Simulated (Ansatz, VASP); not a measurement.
C: VASP beside Ansatz

The input INCAR:

```
PREC = Accurate
ENCUT = 520
EDIFF = 1E-7
ISMEAR = -1
SIGMA = 0.02
LREAL = False
LASPH = True
NELM = 100
ALGO = Normal
ISIF = 2
LWAVE = False
LCHARG = False
GGA = PE
NBANDS = 11
```

File KPOINTS:

```
regular mesh
0
Gamma
  12 12 12
```

POSCAR

```
C
1.0
    0.0000000000      1.7801241425      1.7801241425
    1.7801241425      0.0000000000      1.7801241425
    1.7801241425      1.7801241425      0.0000000000
C
2
Direct
    0.0000000000      0.0000000000      0.0000000000
    0.2500000000      0.2500000000      0.2500000000
```

Input for Ansatz:

```yaml
crystal:
  lattice:
    - [0.0, 1.7801241425, 1.7801241425]
    - [1.7801241425, 0.0, 1.7801241425]
    - [1.7801241425, 1.7801241425, 0.0]
  atoms:
    - { symbol: C, position: [0.0, 0.0, 0.0] }
    - { symbol: C, position: [0.25, 0.25, 0.25] }
kpoints:
  mp_grid: { grid: [12, 12, 12] }
  band_path:
    path:
      - [0.0, 0.0, 0.0]
      - [0.5, 0.0, 0.5]
      - [0.625, 0.25, 0.625]
      - [0.375, 0.375, 0.75]
      - [0.5, 0.5, 0.5]
      - [0.5, 0.25, 0.75]
      - [0.0, 0.363281, 0.363281]
    npoints: 1
hamiltonian:
  xc: pbe
scf:
  occupations: { method: fermi_dirac, width: 0.02 }
  n_extra_bands: 4
output:
  forces: true
  stress: true
  eigenvalues: true
```

The cell was built by a generator and needn't be a form met in nature.

Alike in both runs: task single point; functional PBE; k mesh 12 × 12 × 12; occupations fermi-dirac, width 0.02 eV; no spin polarisation.

|  | VASP | Ansatz |
| --- | --- | --- |
| version | VASP 6.6.1 | Ansatz 0.2.0 |
| potentials or method | VASP PAW PBE potentials, release 64 (C) | plane waves, PAW |
| plane-wave cutoff (eV) | 520 | 420 |
| valence electrons in the cell | 8 | 8 |

|  | VASP | Ansatz | Ansatz less VASP |
| --- | --- | --- | --- |
| gap on the k mesh at the Fermi level (eV) | 4.17 | 4.17 | +0.007 |
| pressure (GPa) | 4.9 | 4.2 | -0.70 |
